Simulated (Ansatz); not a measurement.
Crystal: Ta.

```xyz
1
Lattice="-1.6513 1.6513 1.6513 1.6513 -1.6513 1.6513 1.6513 1.6513 -1.6513" Properties=species:S:1:pos:R:3 pbc="T T T"
Ta    0.0000    0.0000    0.0000
```

```yaml
Program: Ansatz 0.2.0
Task: relaxation of cell and atoms
Functional: LDA
Potentials_or_basis: Ansatz PAW
Cutoff: "420 eV (not typed: the program's choice for these potentials)"
k_mesh: 11 × 11 × 11
Occupations: fermi-dirac, width 0.05 eV
Spin: no spin polarisation
```

At the start: volume 18.01 Å³/atom.

Task: Where does the relaxation end?

Result: It ends after 5 steps and the volume is 17.21 Å³/atom (-4.4 %); space group Im-3m (No. 229, to 0.05 Å).

Step by step:
```
step  energy change (eV)  largest force (eV/Å)  volume (Å³)
   1              0.0000                0.0000        18.01
   2             -0.0241                0.0000        17.32
   3             -0.0246                0.0000        17.20
   4             -0.0246                0.0000        17.21
   5             -0.0245                0.0000        17.21
```

Final structure:
```
Ta
1.0
    -1.62648    1.62648    1.62648
     1.62648   -1.62648    1.62648
     1.62648    1.62648   -1.62648
Ta
1
Direct
  0.00000 0.00000 0.00000
```

Caveat: the plane-wave basis is chosen anew once the cell has moved, so the energies of steps on either side of that aren't comparable; the PAW data sets come from PBE, with cores solved anew for the run's functional, which leaves a small shift of forces and pressure.
